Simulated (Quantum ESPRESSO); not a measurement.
Te, 3 atoms in the cell. Symmetry: P3_121, No. 152, trigonal system. The conventional cell has a = 4.454 Å, b = 4.454 Å, c = 5.924 Å, α = 90.00°, β = 90.00°, γ = 120.00°. Te (site symmetry 2) has 2 Te at 2.86 Å as nearest neighbours. 

```yaml
Program: Quantum ESPRESSO 7.5
Task: single point
Functional: PBE
Potentials_or_basis: SG15 PBE 1.2
Cutoff: 952 eV
Density_cutoff: 3810 eV
k_mesh: 3 × 3 × 2
Occupations: fermi-dirac, width 0.05 eV
Spin: no spin polarisation
Mixing_beta: 0.5
Most_SCF_iterations: 120
SCF_threshold: 6e-10 Ry
```

Potentials or basis: SG15 PBE 1.2.

Run with:

```sh
$ OMP_NUM_THREADS=1 mpirun -n 2 pw.x -in pw.in > pw.out
```

Hardware: 2 MPI ranks on Arm Neoverse V2 (shared host).

Problem. How long does it take, and how much memory?

Solution. Wall time 11 s on 2 MPI ranks on Arm Neoverse V2, with other jobs on the host, peak memory 0.16 GiB a rank. Counts: scf iterations 8, k pools 1, bands 33, k points 6, g dense 54359.
